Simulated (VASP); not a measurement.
Input of a VASP 6.6.1 run:

INCAR

```
SYSTEM = WC
PREC     = Accurate       ! precision mode
ENCUT    = 520            ! plane-wave cutoff, eV
EDIFF    = 1E-6           ! SCF threshold, eV
ISMEAR   = 0              ! smearing method
SIGMA    = 0.1            ! smearing width, eV
LREAL    = .FALSE.        ! projectors in reciprocal space
LASPH    = .TRUE.         ! aspherical terms in the spheres
NELM     = 120            ! most SCF steps
ALGO     = Normal         ! electronic algorithm
ISIF     = 3              ! what is computed and relaxed
LWAVE    = .FALSE.        ! write WAVECAR
LCHARG   = .FALSE.        ! write CHGCAR
GGA      = PE             ! functional
IBRION   = 2              ! ionic algorithm
NSW      = 90             ! ionic steps
EDIFFG   = -0.01          ! ionic threshold
```

The input KPOINTS:

```
Automatic mesh
0
G
  17 17 15
  0 0 0
```

Contents of POSCAR:

```
WC
1.0
    2.9065000000      0.0000000000      0.0000000000
   -1.4532500000      2.5171028400      0.0000000000
    0.0000000000      0.0000000000      2.8366000000
W C
1 1
Direct
    0.0000000000      0.0000000000      0.0000000000
    0.6666666700      0.3333333300      0.5000000000
```

Potentials or basis: VASP PAW PBE potentials, release 64 (W_sv, C).

Run with:

```sh
$ cat potpaw_PBE.64/W_sv/POTCAR potpaw_PBE.64/C/POTCAR > POTCAR
$ mpirun -np 1 vasp_std > vasp.out
```

(1) Estimate the relaxed cell.

(2) What does it give for the space group after relaxing (to 0.05 Å)?

Results:

(1) a = 2.924 Å, b = 2.924 Å, c = 2.849 Å, α = 90.00°, β = 90.00°, γ = 120.00°.

(2) P-6m2 (No. 187).
